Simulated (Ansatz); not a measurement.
Ge, lonsdaleite, relaxed with r2SCAN in Ansatz. The symmetry is P6_3/mmc (No. 194, hexagonal); conventional cell a = 3.998 Å, c = 6.593 Å, 22.81 Å³ an atom. Ge is surrounded by 4 Ge at 2.45–2.47 Å.

The axes x, y and z are those of this cell:
```xyz
4
Lattice="3.9976 0.0000 0.0000 -1.9988 3.4620 0.0000 0.0000 0.0000 6.5928" Properties=species:S:1:pos:R:3 pbc="T T T"
Ge    0.0000    2.3080    0.0024
Ge    1.9988    1.1540    3.2988
Ge    0.0000    2.3080    2.4699
Ge    1.9988    1.1540    5.7663
```

Unstrained: The HSE06 gap is direct at Γ: 0.380 eV. Meshes: HSE06 6×6×4. Strains are changes of length per length. After each strain the atoms were relaxed again with r2SCAN within the symmetry that the strain leaves, so tilts or polar shifts that break it weren't tested; points keep the names that they have in the unstrained zone. No spin polarisation and no zero-point or thermal motion.

(1) Apply isotropic -2.0 % on every length. How far does the gap move, against the unstrained cell?

(2) For epitaxial +1.0 % in the xy plane, how far does the free direction move, and what happens to the gap?

(3) Estimate what isotropic -2.5 % on every length does to the gap.

(4) Estimate what uniaxial -2.0 % along x, other directions held does to the gap.

(5) Order the strained cells by their HSE06 gap, smallest first.
A. isotropic -2.5 % on every length
B. isotropic -2.0 % on every length
C. epitaxial +1.0 % in the xy plane
D. uniaxial -2.0 % along x, other directions held

## Answers

(1) HSE06: the gap goes from 0.380 to 0.558 eV (+0.178 eV); with HSE06 the top three valence levels at Γ, grouped 2+1 from the top over 284 meV, become 2+1 over 331 meV.

(2) The normal strain at zero normal stress is -0.33 %, 0.33 of the in-plane strain with the sign turned. HSE06: the gap goes from 0.380 to 0.192 eV (-0.188 eV); with HSE06 the top three valence levels at Γ, grouped 2+1 from the top over 284 meV, become 2+1 over 188 meV.

(3) HSE06: the gap goes from 0.380 to 0.604 eV (+0.224 eV); with HSE06 the top three valence levels at Γ, grouped 2+1 from the top over 284 meV, become 2+1 over 343 meV.

(4) HSE06: the gap goes from 0.380 to 0.438 eV (+0.058 eV); with HSE06 the top three valence levels at Γ, grouped 2+1 from the top over 284 meV, become 1+1+1 over 469 meV.

(5) C (0.19 eV), D (0.44 eV), B (0.56 eV), A (0.60 eV).

The runs are scalar-relativistic, without spin-orbit coupling.

The meshes of the hybrids are coarse, so their gaps aren't converged to the digits shown.

The splittings at Γ are without spin-orbit coupling, which regroups them where it is of like size or larger.
